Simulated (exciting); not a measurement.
Set up this calculation in exciting (release sodium), as the native input.

* Task: optical spectrum
* Functional: PBEsol
* Potentials or basis: all-electron LAPW+lo, shipped species files, valence relativity iora*
* rgkmax: 6.5
* k mesh: 9 × 10 × 10, shifted
* Occupations: gaussian, width 0.05 eV
* Spin: no spin polarisation
* outputlevel: high
* Top of the spectrum (Ha): 0.8 Ha
* Broadening (Ha): 0.02 Ha
* gmaxvr (cutoff of density and potential): 14 1/bohr
* lmaxapw (and lmaxmat): 10
* lmaxvr: 8
* nempty: 22
* Valence relativity: iora*
* epsengy: 1e-05 Ha
* epspot: 1e-05 Ha
* maxscl: 60
* Muffin-tin radii: Al 2.0 bohr

The system is Al.

```
CELL_PARAMETERS angstrom
-1.57590 1.65692 1.65798
1.47948 -1.59764 1.50228
1.61445 1.63620 -1.59870
ATOMIC_POSITIONS crystal
Al 0.00000 0.00000 0.00000
```

This isn't the form of Al at room conditions, which is fcc.

One way to write it, as run:

input.xml

```xml
<input>
  <title>Al</title>
  <structure speciespath="./" tshift="false" cartesian="true">
    <crystal scale="5.3375207628">
      <basevect>-0.557940712390 0.586626632752 0.587002006135</basevect>
      <basevect>0.523802194822 -0.565638040585 0.531874892860</basevect>
      <basevect>0.571590741463 0.579288069658 -0.566013410427</basevect>
    </crystal>
    <species speciesfile="Al.xml" rmt="2">
      <atom coord="0.000000000000 0.000000000000 0.000000000000"/>
    </species>
  </structure>
  <groundstate do="fromscratch" ngridk="9 10 10" rgkmax="6.5" gmaxvr="14" lmaxapw="10" lmaxmat="10" lmaxvr="8" xctype="GGA_PBE_SOL" stype="Gaussian" swidth="0.00183747" nempty="22" ValenceRelativity="iora*" epsengy="1e-05" epspot="1e-05" maxscl="60" outputlevel="high" vkloff="0.5 0.5 0.5"/>
  <properties>
    <momentummatrix/>
    <dielmat intraband="false" wmax="0.8" wgrid="200" swidth="0.02" tevout="true">
      <epscomp>1 1</epscomp>
      <epscomp>2 2</epscomp>
      <epscomp>3 3</epscomp>
    </dielmat>
  </properties>
</input>
```

Potentials or basis: all-electron LAPW+lo, shipped species files, valence relativity iora*.

Launch:

```bash
$ OMP_NUM_THREADS=1 exciting_smp
```

It gave:

```
All electrons inside the program's atomic spheres : Al 10.89 (radii Al 2.0 bohr)
```

Caveat: the intraband (Drude) term of the metal is left out; spectra need much finer meshes, so this one isn't converged; independent-particle spectra lack excitons.

It took 50 s on 1 thread of Arm Neoverse V2, with other jobs on the host, peak memory 0.27 GiB.
